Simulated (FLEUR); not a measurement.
CdSe (Cadmoselite):

```xyz
4
Lattice="4.3000 0.0000 0.0000 -2.1500 3.7239 0.0000 0.0000 0.0000 7.0200" Properties=species:S:1:pos:R:3 pbc="T T T"
Cd    2.1500    1.2413    3.5100
Cd    0.0000    2.4826    0.0000
Se    2.1500    1.2413    6.2127
Se    0.0000    2.4826    2.7027
```

Program: FLEUR MaX-R8.1 (later development tree). Alike in all runs: task band structure; potentials or basis all-electron, FLAPW; no spin polarisation; cell as given; k mesh 7 × 7 × 4; smearing fermi-dirac 0.05 eV; kmax 4.67 1/bohr.

Order these runs on this cell by their band gap on the k mesh, lowest first.
A. level LDA (Wigner correlation)
B. level revPBE
C. level PW91

A (0.36 eV), C (0.66 eV), B (0.83 eV).
